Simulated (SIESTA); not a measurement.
# PbSe (Clausthalite) in SIESTA: the effect of basis

PbSe (Clausthalite):

```
CELL_PARAMETERS angstrom
0.00000 3.06065 3.06065
3.06065 0.00000 3.06065
3.06065 3.06065 0.00000
ATOMIC_POSITIONS crystal
Pb 0.00000 0.00000 0.00000
Se 0.50000 0.50000 0.50000
```

Alike in all runs:

* Program: SIESTA 5.4.2
* Task: band structure
* Functional: PBE
* Potentials or basis: PseudoDojo 0.4 standard (PBE files)
* Grid cutoff: 500 Ry
* Energy shift: 0.003 Ry
* k mesh: 8 × 8 × 8
* Occupations: fermi-dirac, width 0.05 eV
* Spin: no spin polarisation

```csv
basis,gap on the mesh (eV),pressure (GPa)
SZ,?,?
SZP,0.62,4.7
DZ,0.49,3.4
DZP,0.36,3.8
DZDP,0.37,3.5
TZP,0.35,3.4
TZDP,0.35,3.0
```

Q: What does the run with basis SZ give?

A: gap on the mesh 0.56 eV; pressure 6.2 GPa.

Caveats: spin-orbit coupling is left out, which as a rule narrows the gap of such compounds by several tenths of an eV; the basis of atomic orbitals isn't converged, which shifts pressures, moduli and gaps; the basis has no polarisation orbitals (some runs).

